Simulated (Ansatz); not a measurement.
The system is Li.

```
Li
1.0
     0.00000    2.20200    2.20200
     2.20200    0.00000    2.20200
     2.20200    2.20200    0.00000
Li
1
Direct
  0.00000 0.00000 0.00000
```

This isn't the form of Li at room conditions, which is bcc.

* Program: Ansatz 0.2.0
* Task: relaxation of cell and atoms
* Functional: SVWN5
* Potentials or basis: Ansatz PAW
* Cutoff: 420 eV (not typed: the program's choice for these potentials)
* k mesh: 10 × 10 × 10
* Occupations: fermi-dirac, width 0.15 eV
* Spin: non-collinear spin, ferromagnetic start
* Starting moments: [[0.0, 0.0, 0.5]] μB

At the start: volume 21.35 Å³/atom.

**Question.** Where does the relaxation end?

**Answer.** It ends after 5 steps and the volume is 18.98 Å³/atom (-11.1 %); space group Fm-3m (No. 225, to 0.05 Å); moment 0.00 μB per cell.

Step by step:
```
step  energy change (eV)  largest force (eV/Å)  volume (Å³)
   1              0.0000                0.0000        21.35
   2             -0.0076                0.0000        20.33
   3             -0.0115                0.0000        18.79
   4             -0.0116                0.0000        18.98
   5             -0.0115                0.0000        18.98
```

Final structure:
```
Li
1.0
     0.00000    2.11700    2.11700
     2.11700    0.00000    2.11700
     2.11700    2.11700    0.00000
Li
1
Cartesian
  0.0000 0.0000 0.0000
```

Caveat: the plane-wave basis is chosen anew once the cell has moved, so the energies of steps on either side of that aren't comparable; the volume moved by -11 % from the deposited cell, more than functionals usually miss; the starting moments weren't kept.
